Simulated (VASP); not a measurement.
# Ge (P6_3/mmc) in VASP: notebook

The runs below take Ge through single point, with r2SCAN.

All numbers are computed with VASP 6.6.1; they aren't measurements. Logs are shortened: lines on timing, memory, paths and dates and some standing lists are left out, and cuts for length are marked.

## (1) Starting point

Symmetry: P6_3/mmc, No. 194, hexagonal system. Conventional cell: a = 3.998 Å, b = 3.998 Å, c = 6.599 Å, α = 90.00°, β = 90.00°, γ = 120.00°. Ge (site symmetry 3m) is surrounded by 4 Ge at 2.45 to 2.47 Å.

This isn't the form of Ge at room conditions, which is diamond.

## (2) Single point, r2SCAN

File INCAR:

```
SYSTEM = Ge
ADDGRID = .False.
ALGO = Normal
EDIFF = 1E-6
ENCUT = 600
ISIF = 2
ISMEAR = 0
LASPH = .True.
LCHARG = .False.
LMIXTAU = .True.
LREAL = .False.
LWAVE = .False.
METAGGA = R2SCAN
NBANDS = 36
NELM = 100
PREC = Accurate
SIGMA = 0.05
```

File KPOINTS:

```
k-points
0
Gamma
  4 4 2
  0 0 0
```

File POSCAR:

```
Ge
1.0
    3.9975858431      0.0000000000      0.0000000000
   -1.9987929216      3.4620108940      0.0000000000
    0.0000000000      0.0000000000      6.5993779500
Ge
4
Direct
    0.3333333333      0.6666666667      0.9370987500
    0.6666666667      0.3333333333      0.4370987500
    0.3333333333      0.6666666667      0.5629012500
    0.6666666667      0.3333333333      0.0629012500
```

Potentials or basis: VASP PAW PBE potentials, release 64 (Ge_d).

Command:

```bash
> cat potpaw_PBE.64/Ge_d/POTCAR > POTCAR
> mpirun -np 1 vasp_std > vasp.out
```

OUTCAR:

```text
SYSTEM = Ge
   EDIFF = 1E-6
   ENCUT = 600
   ISIF = 2
   ISMEAR = 0
   LASPH = .True.
   LREAL = .False.
   METAGGA = R2SCAN
   NELM = 100
   PREC = Accurate

 Found      8 irreducible k-points:

 Following reciprocal coordinates:
            Coordinates               Weight
  0.000000  0.000000  0.000000      1.000000
  0.250000  0.000000  0.000000      6.000000
  0.500000  0.000000  0.000000      3.000000
  0.250000  0.250000  0.000000      6.000000
  0.000000  0.000000  0.500000      1.000000
  0.250000  0.000000  0.500000      6.000000
   k-points           NKPTS =      8   k-points in BZ     NKDIM =      8   number of bands    NBANDS=     36
   number of dos      NEDOS =    301   number of ions     NIONS =      4
   total plane-waves  NPLWV =  55296
   dimension x,y,z NGX =    32 NGY =   32 NGZ =   54
   dimension x,y,z NGXF=    64 NGYF=   64 NGZF=  108
   ions per type =               4
   NGX,Y,Z   is equivalent  to a cutoff of  13.31, 13.31, 13.60 a.u.
   NGXF,Y,Z  is equivalent  to a cutoff of  26.62, 26.62, 27.21 a.u.
 SYSTEM =  Ge
   PREC   = accura    normal or accurate (medium, high low for compatibility)
   ISTART =      0    job   : 0-new  1-cont  2-samecut
   ICHARG =      2    charge: 1-file 2-atom 10-const
   ISPIN  =      1    spin polarized calculation?
   LNONCOLLINEAR =      F non collinear calculations
   LSORBIT =      F    spin-orbit coupling
   LASPH  =      T    aspherical Exc in radial PAW
   ENCUT  =  600.0 eV  44.10 Ry    6.64 a.u.   7.98  7.98 13.18*2*pi/ulx,y,z
   NELM   =    100;   NELMIN=  2; NELMDL= -5     # of ELM steps
   EDIFF  = 0.1E-05   stopping-criterion for ELM
   LREAL  =      F    real-space projection
   EDIFFG = 0.1E-04   stopping-criterion for IOM
   NSW    =      0    number of steps for IOM
   IBRION =     -1    ionic relax: 0-MD 1-quasi-New 2-CG
   NFREE  =      0    steps in history (QN), initial steepest desc. (CG)
   ISIF   =      2    stress and relaxation
   ISYM   =      2    0-nonsym 1-usesym 2-fastsym
   POTIM  = 0.5000    time-step for ionic-motion
   TEBEG  =    0.0;   TEEND  =   0.0 temperature during run
   PSTRESS=    0.0 pullay stress
   NELECT =      56.0000    total number of electrons
   NUPDOWN=      -1.0000    fix difference up-down
   EMIN   =  10.00;   EMAX   =-10.00  energy-range for DOS
   EFERMI =   0.00;   METHOD = LEGACY
   ISMEAR =     0;   SIGMA  =   0.05  broadening in eV -4-tet -1-fermi 0-gaus
   EFERMI_NEDOS =   21; number of points for ismear=-14 and -15
   IALGO  =     38    algorithm
   IMIX   =      4    mixing-type and parameters
     AMIX     =   0.40;   BMIX     =  1.00
     AMIX_MAG =   1.60;   BMIX_MAG =  1.00
  volume/ion in A,a.u.               =      22.83       154.09
  Fermi-wavevector in a.u.,A,eV,Ry     =   1.390789  2.628209 26.317650  1.934293
  Thomas-Fermi vector in A             =   2.514690
   LORBIT       =      0    0 simple, 1 ext, 2 COOP (PROOUT), +10 PAW based schemes
   METAGGA = R2SCAN    functional components
   LHFCALC =     F    Hartree Fock is set to
   AEXX    =    0.0000 exact exchange contribution
   IVDW    =     0    specifies the selected vdW correction
   LEPSILON=     F    determine dielectric tensor
   LRPA    =     F    only Hartree local field effects (RPA)
 non-spin polarized calculation
 Gauss-broadening in eV      SIGMA  =   0.05
  energy-cutoff  :      600.00
  volume of cell :       91.33
 maximum number of plane-waves:      3070
 NGX is ok and might be reduce to    32
   NGX = 15   NGY = 15   NGZ = 27

 number of electron      55.9999987 magnetization

 Free energy of the ion-electron system (eV)
  ---------------------------------------------------
  ext. energy  EPLUGINS =         0.00000000
  ---------------------------------------------------
  free energy    TOTEN  =       -55.19599610 eV

  energy without entropy =      -55.19441104  energy(sigma->0) =      -55.19520357

 E-fermi :   4.9476     XC(G=0): -10.7593

 val. band max:        4.9063557512   @ k =   0.0000   0.0000   0.0000
 cond. band min:       4.9721395708   @ k =   0.0000   0.0000   0.0000
 fundamental gap:      0.0657838196
 Fermi energy:         4.9475532430

 k-point     1 :       0.0000    0.0000    0.0000
  band No.  band energies     occupation
      1     -20.7832      2.00000
      2     -20.7832      2.00000
      3     -20.7518      2.00000
      4     -20.7418      2.00000
      5     -20.7418      2.00000
      6     -20.7386      2.00000
[... 28 lines left out ...]
     35       9.6059      0.00000
     36      11.4809      0.00000

 k-point     2 :       0.2500    0.0000    0.0000
  band No.  band energies     occupation
      1     -20.8056      2.00000
      2     -20.7898      2.00000
      3     -20.7746      2.00000
      4     -20.7552      2.00000
      5     -20.7370      2.00000
      6     -20.7092      2.00000
[... 28 lines left out ...]
     35      11.6193      0.00000
     36      11.9492      0.00000

 k-point     3 :       0.5000    0.0000    0.0000
  band No.  band energies     occupation
      1     -20.8031      2.00000
      2     -20.7965      2.00000
      3     -20.7912      2.00000
      4     -20.7623      2.00000
      5     -20.7147      2.00000
      6     -20.6961      2.00000
[... 28 lines left out ...]
     35      12.7924      0.00000
     36      13.5163      0.00000

 k-point     4 :       0.2500    0.2500    0.0000
  band No.  band energies     occupation
      1     -20.8058      2.00000
      2     -20.8042      2.00000
      3     -20.7919      2.00000
      4     -20.7776      2.00000
      5     -20.6958      2.00000
      6     -20.6770      2.00000
[... 28 lines left out ...]
     35      11.1805      0.00000
     36      12.0432      0.00000

 k-point     5 :       0.0000    0.0000    0.5000
  band No.  band energies     occupation
      1     -20.7668      2.00000
      2     -20.7668      2.00000
      3     -20.7668      2.00000
      4     -20.7668      2.00000
      5     -20.7439      2.00000
      6     -20.7439      2.00000
[... 28 lines left out ...]
     35      10.8303      0.00000
     36      10.8303      0.00000

 k-point     6 :       0.2500    0.0000    0.5000
  band No.  band energies     occupation
      1     -20.7807      2.00000
      2     -20.7807      2.00000
      3     -20.7749      2.00000
      4     -20.7749      2.00000
      5     -20.7341      2.00000
      6     -20.7341      2.00000
[... 28 lines left out ...]
     35      10.8982      0.00000
     36      10.8982      0.00000

 [... further k-points ...]

------------------------ aborting loop because EDIFF is reached ----------------------------------------

  FORCE on cell =-STRESS in cart. coord.  units (eV):
  Direction    XX          YY          ZZ          XY          YZ          ZX
  --------------------------------------------------------------------------------------
  -------------------------------------------------------------------------------------
  Total        0.4231123      0.4231123     -0.7159735     -0.0000000      0.0000000     -0.0000000
  in kB        7.4222749      7.4222749    -12.5596713     -0.0000000      0.0000000     -0.0000000
  external PRESSURE =       0.7616262 kB  Pullay stress =       0.0000000 kB

 VOLUME and BASIS-vectors are now :
 -----------------------------------------------------------------------------
  energy-cutoff  :      600.00
  volume of cell :       91.33
      direct lattice vectors                 reciprocal lattice vectors
     3.997585843  0.000000000  0.000000000     0.250150976  0.144424733  0.000000000
    -1.998792922  3.462010894  0.000000000     0.000000000  0.288849467  0.000000000
     0.000000000  0.000000000  6.599377950     0.000000000  0.000000000  0.151529433

 POSITION                                       TOTAL-FORCE (eV/Angst)
 -----------------------------------------------------------------------------------
     -0.00000      2.30801      6.18427         0.000000      0.000000      0.008613
      1.99879      1.15400      2.88458        -0.000000     -0.000000      0.008613
     -0.00000      2.30801      3.71480         0.000000     -0.000000     -0.008613
      1.99879      1.15400      0.41511        -0.000000     -0.000000     -0.008613
 -----------------------------------------------------------------------------------
    total drift:                               -0.000000      0.000000     -0.000000

  FREE ENERGIE OF THE ION-ELECTRON SYSTEM (eV)
  ---------------------------------------------------
  free  energy   TOTEN  =       -55.1959960995 eV

  energy  without entropy=      -55.1944110358  energy(sigma->0) =      -55.19520357
```

stdout:

```text
POSCAR found type information on POSCAR Ge
 POSCAR found :  1 types and       4 ions
 scaLAPACK will be used
 -----------------------------------------------------------------------------
|                                                                             |
|                                                                             |
|     You enforced a specific xc type in the INCAR file but a different       |
|     I HOPE YOU KNOW WHAT YOU ARE DOING!                                     |
|                                                                             |
 -----------------------------------------------------------------------------

 LDA part: xc-table for (None), standard interpolation
 POSCAR, INCAR and KPOINTS ok, starting setup
 FFT: planning ... GRIDC
 FFT: planning ... GRID_SOFT
 FFT: planning ... GRID
 WAVECAR not read
 entering main loop
```

Run time: 81 s. Hardware: 1 thread of Intel Xeon 6975P-C (Granite Rapids), shared host; peak memory 0.22 GiB.

The run converged, but some of its settings lie outside the range that counts as converged, so its numbers aren't taken as properties of the crystal.

What came out:

- Free energy: -55.1960 eV
- Pressure: 0.1 GPa
- Largest force: 0.009 eV/Å
- Band gap on the k mesh: 0.07 eV, direct

Caveat: the k mesh is coarse (spacing up to 0.48 Å⁻¹), so the values aren't converged; the PAW data sets were made with another functional, which shifts forces and pressure a little.

## (3) Single point, r2SCAN

Changes to INCAR since step 2:

```diff
@@ -4,3 +4,3 @@
 EDIFF = 1E-6
-ENCUT = 600
+ENCUT = 350
 ISIF = 2
```

File KPOINTS:

```
k-points
0
Gamma
  5 5 3
  0 0 0
```

POSCAR is that of step 2.

Potentials or basis: VASP PAW PBE potentials, release 64 (Ge_d).

Command:

```bash
> cat potpaw_PBE.64/Ge_d/POTCAR > POTCAR
> mpirun -np 1 vasp_std > vasp.out
```

Run time: 48 s. Hardware: 1 thread of Intel Xeon 6975P-C (Granite Rapids), shared host; peak memory 0.16 GiB.

The run converged, but some of its settings lie outside the range that counts as converged, so its numbers aren't taken as properties of the crystal.

What came out:

```
Free energy            : -55.3073 eV
Largest force          : 0.010 eV/Å
Band gap on the k mesh : 0.07 eV, direct
```

Caveat: the cutoff is under 1.25 times the usual one of these potentials, so pressure, stress and relaxed cells hold a basis-set (Pulay) error; the PAW data sets were made with another functional, which shifts forces and pressure a little; an odd mesh through Γ misses points on the zone boundary, where band edges often lie.

## (4) Single point, r2SCAN

Changes to INCAR since step 3:

```diff
@@ -4,3 +4,3 @@
 EDIFF = 1E-6
-ENCUT = 350
+ENCUT = 200
 ISIF = 2
```

File KPOINTS:

```
k-points
0
Gamma
  7 7 4
  0 0 0
```

POSCAR is that of step 3.

Command:

```bash
> cat potpaw_PBE.64/Ge_d/POTCAR > POTCAR
> mpirun -np 1 vasp_std > vasp.out
```

Wall time 68 s (1 thread of Intel Xeon 6975P-C (Granite Rapids), shared host); peak memory 0.13 GiB.

The run converged, but a check on its numbers failed (symmetry, net force, bounds or a known fault of this set-up), so they aren't taken as properties of the crystal.

Caveat: the cutoff lies under the usual one of these potentials, so the numbers hold a large basis-set error; a pressure of tens of GPa on the cell as given is suspect, and the run, the potentials or the cell itself is likely at fault; the PAW data sets were made with another functional, which shifts forces and pressure a little.

## (5) Single point, r2SCAN

Changes to INCAR since step 4:

```diff
@@ -4,3 +4,3 @@
 EDIFF = 1E-6
-ENCUT = 200
+ENCUT = 400
 ISIF = 2
```

File KPOINTS:

```
k-points
0
Gamma
  5 5 3
  0 0 0
```

POSCAR is that of step 4.

Potentials or basis: VASP PAW PBE potentials, release 64 (Ge_d).

Command:

```bash
> cat potpaw_PBE.64/Ge_d/POTCAR > POTCAR
> mpirun -np 1 vasp_std > vasp.out
```

OUTCAR:

```text
SYSTEM = Ge
   EDIFF = 1E-6
   ENCUT = 400
   ISIF = 2
   ISMEAR = 0
   LASPH = .True.
   LREAL = .False.
   METAGGA = R2SCAN
   NELM = 100
   PREC = Accurate

 Found     10 irreducible k-points:

 Following reciprocal coordinates:
            Coordinates               Weight
  0.000000  0.000000  0.000000      1.000000
  0.200000  0.000000  0.000000      6.000000
  0.400000  0.000000  0.000000      6.000000
  0.200000  0.200000  0.000000      6.000000
  0.400000  0.200000  0.000000      6.000000
  0.000000  0.000000  0.333333      2.000000
[... 314 lines left out ...]
  Direction    XX          YY          ZZ          XY          YZ          ZX
  --------------------------------------------------------------------------------------
  -------------------------------------------------------------------------------------
  Total       -0.0660120     -0.0660120     -0.3856000      0.0000000      0.0000000      0.0000000
  in kB       -1.1579880     -1.1579880     -6.7642295      0.0000000      0.0000000      0.0000000
  external PRESSURE =      -3.0267352 kB  Pullay stress =       0.0000000 kB

 VOLUME and BASIS-vectors are now :
 -----------------------------------------------------------------------------
  energy-cutoff  :      400.00
  volume of cell :       91.33
      direct lattice vectors                 reciprocal lattice vectors
     3.997585843  0.000000000  0.000000000     0.250150976  0.144424733  0.000000000
    -1.998792922  3.462010894  0.000000000     0.000000000  0.288849467  0.000000000
     0.000000000  0.000000000  6.599377950     0.000000000  0.000000000  0.151529433

 POSITION                                       TOTAL-FORCE (eV/Angst)
 -----------------------------------------------------------------------------------
     -0.00000      2.30801      6.18427         0.000000      0.000000      0.001901
      1.99879      1.15400      2.88458        -0.000000     -0.000000      0.001901
     -0.00000      2.30801      3.71480         0.000000      0.000000     -0.001901
      1.99879      1.15400      0.41511        -0.000000     -0.000000     -0.001901
 -----------------------------------------------------------------------------------
    total drift:                               -0.000000      0.000000     -0.000000

  FREE ENERGIE OF THE ION-ELECTRON SYSTEM (eV)
  ---------------------------------------------------
  free  energy   TOTEN  =       -55.3010620147 eV

  energy  without entropy=      -55.3003842922  energy(sigma->0) =      -55.30072315
```

Wall time 1.7 min (1 thread of Intel Xeon 6975P-C (Granite Rapids), shared host); peak memory 0.19 GiB.

The run converged, but some of its settings lie outside the range that counts as converged, so its numbers aren't taken as properties of the crystal.

Results:

```yaml
Free_energy: -55.3011 eV
Pressure: -0.3 GPa
Band_gap_on_the_k_mesh: 0.07 eV, direct
```

Caveat: the PAW data sets were made with another functional, which shifts forces and pressure a little; an odd mesh through Γ misses points on the zone boundary, where band edges often lie.

## (6) For comparison

An earlier run on the cell as given: functional PBE; potentials or basis VASP PAW PBE potentials, release 64 (Ge_d); cutoff 520 eV; k mesh 8 × 8 × 4; occupations fermi-dirac, width 0.05 eV; no spin polarisation.

- Pressure: 2.9 GPa
- Largest force: 0.014 eV/Å
- Band gap on the k mesh: 0.12 eV, direct
